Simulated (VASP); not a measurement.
A run of VASP 6.6.1 is set up as follows.

The input INCAR:

```
SYSTEM = Mg3Sb2
ALGO = Normal
EDIFF = 1E-6
EDIFFG = -0.01
ENCUT = 600
GGA = PE
IBRION = 2
ISIF = 3
ISMEAR = 0
KPAR = 2
LASPH = .True.
LCHARG = .False.
LREAL = .False.
LWAVE = .False.
NELM = 80
NSW = 90
PREC = Accurate
SIGMA = 0.03
```

The input KPOINTS:

```
k-points
0
Gamma
  9 9 5
  0 0 0
```

POSCAR

```
Mg3Sb2
1.0
    4.5820000000      0.0000000000      0.0000000000
   -2.2910000000      3.9681284001      0.0000000000
    0.0000000000      0.0000000000      7.2440000000
Mg Sb
3 2
Direct
    0.3333333333      0.6666666667      0.6300000000
    0.6666666667      0.3333333333      0.3700000000
    0.0000000000      0.0000000000      0.0000000000
    0.3333333333      0.6666666667      0.2350000000
    0.6666666667      0.3333333333      0.7650000000
```

Potentials or basis: VASP PAW PBE potentials, release 64 (Mg, Sb).

Run with:

```console
$ cat potpaw_PBE.64/Mg/POTCAR potpaw_PBE.64/Sb/POTCAR > POTCAR
$ mpirun -np 2 vasp_std > vasp.out
```

(1) Predict the relaxed volume.

(2) What does it give for the band gap on the k mesh?

(3) Estimate the space group after relaxing (to 0.05 Å).

(4) What does it give for the relaxed cell?

Results:

(1) 26.61 Å³/atom.

(2) 0.15 eV, indirect (least direct gap 1.01 eV).

(3) P-3m1 (No. 164).

(4) a = 4.596 Å, b = 4.596 Å, c = 7.274 Å, α = 90.00°, β = 90.00°, γ = 120.00°.

Caveat: spin-orbit coupling is left out, which moves the levels of the heavy elements; an odd mesh through Γ misses points on the zone boundary, where band edges often lie.
